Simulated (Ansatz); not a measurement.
# Re and the effect of the functional

Symmetry: P6_3/mmc, No. 194, hexagonal system. The conventional cell has a = 2.766 Å, b = 2.766 Å, c = 8.939 Å, α = 90.00°, β = 90.00°, γ = 120.00°. Re (site symmetry -6m2) has 12 Re at 2.75 to 2.77 Å as nearest neighbours. Re (site symmetry -3m) is surrounded by 12 Re at 2.75 to 2.77 Å.

Kept alike: task band structure; k mesh 11 × 11 × 3; occupations fermi-dirac, width 0.05 eV; no spin polarisation. Program: Ansatz, all-electron LAPW, scalar-relativistic. The mesh is that of the run's cell of 4 atoms. No spin-orbit coupling.

| run | pressure (GPa) |
| --- | --- |
| A | -12.46 |
| B | -6.65 |
| C | 3.42 |

Pressure is positive in compression. For a metal such a mesh leaves the last digits unconverged.

Task: The runs differ in the functional alone: LDA; PBE; PBEsol. Which run is which?

Result: Run A is LDA; run B is PBEsol; run C is PBE. The pressure runs from -12.46 (LDA) to 3.42 GPa (PBE). From PBE: LDA -15.88; PBEsol -10.07. A positive pressure means that the functional's own cell is larger than the one given, a negative one that it is smaller.
